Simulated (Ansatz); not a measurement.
Cost of a DFT run on GaP

```yaml
crystal:
  lattice:
    - [0.0, 2.72525, 2.72525]
    - [2.72525, 0.0, 2.72525]
    - [2.72525, 2.72525, 0.0]
  atoms:
    - { symbol: Ga, position: [0.0, 0.0, 0.0] }
    - { symbol: P, position: [0.25, 0.25, 0.25] }
kpoints:
  mp_grid: { grid: [14, 14, 14] }
scf:
  occupations: { method: fermi_dirac, width: 0.02 }
hamiltonian:
  xc: pbe
  pseudopotentials: { kind: paw }
output:
  forces: true
  stress: true
  populations: true
  efg: { quadrupole_moments_barn: { Ga: 0.107 }, contact_densities: true }
  write_density: true
  write_potential: true
  elf: true
  volumetric_format: npy
relax:
  f_tol: 0.02
  max_steps: 60
```

```sh
ansatz run input.yaml --threads 1 --pin off --max-ram 3072MiB --backend cpu --events-out ev --progress --plain --runs-dir out
```

It runs on 1 thread of Intel Xeon Platinum 8488C (Sapphire Rapids) (x86_64; 16 cores open to the job, memory cap 3.0 GiB, no GPU), a shared host with a load of 0.4 a core.

(1) How much time and memory should be set aside?

Results:

(1) About 6.7 s of wall time (6.6 s of CPU time) and 0.47 GiB. The run holds 18 valence electrons in 13 bands, about 749 plane waves a k-point and 104 irreducible k-points, and took 6 SCF iterations, over 1 ionic steps. Times on a shared host vary by tens of per cent.
